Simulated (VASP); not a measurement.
Crystal: MgSi.

```xyz
2
Lattice="2.9084 0.0000 0.0000 0.0000 2.9084 0.0000 0.0000 0.0000 4.1034" Properties=species:S:1:pos:R:3 pbc="T T T"
Si    1.4542    1.4542    2.0517
Mg    0.0000    0.0000    0.0000
```

The cell comes from a database or a generator and needn't be the stable form of this composition.

| Item | Value |
| --- | --- |
| Program | VASP 6.6.1 |
| Task | relaxation of cell and atoms |
| Functional | BLYP |
| Dispersion | D3 |
| Potentials or basis | VASP PAW PBE potentials, release 64 (Si, Mg) |
| Cutoff | 600 eV |
| k mesh | 9 × 9 × 7 |
| Occupations | fermi-dirac, width 0.05 eV |
| Spin | no spin polarisation |

At the start: pressure -1.2 GPa; volume 17.35 Å³/atom.

Q: Where does the relaxation end?

A: Over 9 steps the energy falls by 19.8 meV/atom and the volume is 17.22 Å³/atom (-0.8 %); space group P4/mmm (No. 123, to 0.05 Å).

Step by step:
```tsv
step	energy change (eV)	largest force (eV/Å)	pressure (GPa)	volume (Å³)
1	0.0000	0.0000	-1.21	34.71
2	-0.0300	0.0000	0.15	34.04
3	-0.0346	0.0000	1.65	33.46
4	-0.0354	0.0000	1.16	33.64
5	-0.0355	0.0000	1.24	33.61
6	-0.0393	0.0000	0.30	34.24
7	-0.0395	0.0000	0.07	34.40
8	-0.0395	0.0000	0.06	34.42
9	-0.0395	0.0000	-0.02	34.44
```

Final structure:
```
Si Mg
1.0
     2.97483    0.00000    0.00000
     0.00000    2.97483    0.00000
     0.00000    0.00000    3.89215
Si Mg
1 1
Direct
  0.50000 0.50000 0.50000
  0.00000 0.00000 0.00000
```

Caveat: the PAW data sets were made with another functional, which shifts forces and pressure a little; pairwise dispersion overbinds metals, which lowers pressure and volume.
